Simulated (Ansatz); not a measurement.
AlN: the gap under pressure

AlN, F-43m, a = 4.403 Å. This isn't the usual stable structure of the compound. Ansatz: PBE, PAW, 420 eV, Γ-centred 10×10×10 mesh on 2 atoms, Gaussian smearing 0.02 eV; no spin polarisation. Cell and atoms are relaxed at each pressure, and no other structure is tried; the real crystal is known to change phase within this range, so the rows at high pressure are metastable. The gap is sought over the whole zone. The pressures are the targets, met within 0.06 GPa.

| P (GPa) | gap y (eV) |
| --- | --- |
| -2.0 | ? |
| 0.0 | 3.312 |
| 2.0 | 3.318 |
| 5.0 | 3.326 |
| 10.0 | 3.338 |
| 20.0 | 3.356 |
| 40.0 | 3.382 |

**Question.** Fit y = E0 + αP + βP² to the other rows and predict the missing gap.

**Answer.** Least squares on the rows shown. y = 3.3127 + 0.0026885 P − 2.3977×10⁻⁵ P². So α = 2.7 meV/GPa at zero pressure. With a term in P³ added, the coefficient of P becomes 0.003092, 15 % more, which shows how far this figure hangs on the form. At P = -2.0 the fit asked for gives 3.307 eV. The run gave 3.306 eV, so the fit is 0.001 eV too high, within twice the rms miss on the fitted rows (0.0006 eV). Note that among the fitted rows a band edge sits at another point of the zone at 10, 20, 40 GPa than at zero pressure, so one curve spans more than one gap.

Semilocal functionals give gaps under the measured ones; changes of the gap mostly carry over better.